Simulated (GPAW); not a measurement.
HfO2:

```
CELL_PARAMETERS angstrom
0.00000 2.55750 2.55750
2.55750 0.00000 2.55750
2.55750 2.55750 0.00000
ATOMIC_POSITIONS crystal
Hf 0.00000 0.00000 0.00000
O 0.75000 0.75000 0.75000
O 0.25000 0.25000 0.25000
```

Measurements of this composition are mostly on another form, of space group No. 14.

Base run:

```yaml
Program: GPAW 26.7.0
Functional: vdW-DF
Potentials_or_basis: GPAW PAW data sets (gpaw-data 1.2.1)
Cutoff: 800 eV
Basis: pw
k_mesh: 7 × 7 × 7
Occupations: fermi-dirac, width 0.05 eV
Spin: spin-orbit coupling, no magnetisation
```

Its results: band gap on the k mesh 3.98 eV, indirect (least direct gap 4.18 eV).

The run is repeated on the same cell with these changes: functional from vdW-DF to revTPSS; soc after scf from second variation to second variation without the xc potential. What comes out?

Band gap on the k mesh 3.89 eV, indirect (least direct gap 4.05 eV).

Caveats: spin-orbit coupling was added after a scalar SCF, so levels and gaps hold it while energy, forces, pressure and moments don't; this program's spin-orbit splittings come out too wide for heavy elements; the mesh misses the band edges, which the band path finds closer together.

Not every run made on this cell is shown here.
